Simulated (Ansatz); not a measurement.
# Te: the cost of one run

Computed with Ansatz 0.2.0 (DFT LDA, scalar-relativistic, unless a step's input says otherwise).

**1. Starting point**

The structure is trigonal, space group P3_121 (No. 152). The conventional cell has a = 4.458 Å, b = 4.458 Å, c = 5.925 Å, α = 90.00°, β = 90.00°, γ = 120.00°. Te (site symmetry 2) has 2 Te at 2.79 Å as nearest neighbours.

As a file:

```
Te
1.0
     4.45800    0.00000    0.00000
    -2.22900    3.86074    0.00000
     0.00000    0.00000    5.92500
Te
3
Direct
  0.74500 0.00000 0.33333
  0.00000 0.74500 0.66667
  0.25500 0.25500 0.00000
```

Atoms are numbered in the order of the input: Te1, Te2, Te3.

**2. After the deformation**

Space group P3_121 before, P1 after.

**3. LAPW, all electrons**

Input file input.yaml:

```yaml
crystal:
  lattice:
    - [4.4579994587, -0.0668699919, -0.0668699919]
    - [-2.2869108411, 3.8941757772, -0.0244761158]
    - [-0.088875, -0.088875, 5.925]
  atoms:
    - { symbol: Te, position: [0.745, 0.0, 0.3333333333] }
    - { symbol: Te, position: [0.0, 0.745, 0.6666666667] }
    - { symbol: Te, position: [0.255, 0.255, 0.0] }
kpoints:
  mp_grid: { grid: [9, 9, 6] }
  band_path:
    path:
      - [0.0, 0.0, 0.0]
      - [0.0, 0.0, 0.5]
      - [-0.5, 0.5, 0.0]
      - [0.0, 0.0, 0.0]
      - [0.0, -0.5, 0.0]
      - [-0.5, 0.0, 0.5]
      - [0.0, 0.0, 0.0]
      - [-0.5, 0.0, 0.0]
      - [0.0, -0.5, 0.5]
    npoints: 5
scf:
  occupations: { method: fermi_dirac, width: 0.08 }
hamiltonian:
  xc: lda
  pseudopotentials: { kind: all_electron, lapw: { basis_error: 0.0005 } }
output:
  forces: true
  stress: true
  eigenvalues: true
```

Started as:

```
> ansatz run input.yaml --threads 1 --pin off --max-ram 6144MiB --backend cpu --events-out ev --progress --plain --runs-dir out
```

What time and memory should one allow on 1 thread of Arm Neoverse V1, shared host?

About 8.8 min, with a peak of 1.3 GiB.
